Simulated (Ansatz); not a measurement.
Al:

```
Al
1.0
     0.00000    2.02481    2.02481
     2.02481    0.00000    2.02481
     2.02481    2.02481    0.00000
Al
1
Direct
  0.00000 0.00000 0.00000
```

- Program: Ansatz 0.2.0
- Task: single point
- Functional: PBEsol
- Potentials or basis: all-electron LAPW, scalar-relativistic
- Cutoff: 130 eV (chosen from the basis error)
- Basis error allowed: 0.001 eV/atom
- k mesh: 11 × 11 × 11
- Occupations: fermi-dirac, width 0.05 eV
- Spin: no spin polarisation

On this cell: pressure -1.9 GPa; band gap on the k mesh none (metal or under the smearing width).

The same run follows on a disturbed copy (cell strained at random at fixed volume):

```
CELL_PARAMETERS angstrom
0.04789 1.96914 2.02685
2.04326 -0.00835 2.08310
2.04058 2.02271 -0.00568
ATOMIC_POSITIONS crystal
Al 0.00598 0.98688 0.02117
```

Task: What does the disturbed cell give?

Result: The energy (extrapolated to zero smearing) moves by +4.7 meV/atom; pressure -1.7 GPa; band gap on the k mesh none (metal or under the smearing width).

Stress tensor (GPa, compression positive):
```
-0.84 -0.72 -1.15
-0.72 -0.94  1.51
-1.15  1.51 -3.39
```
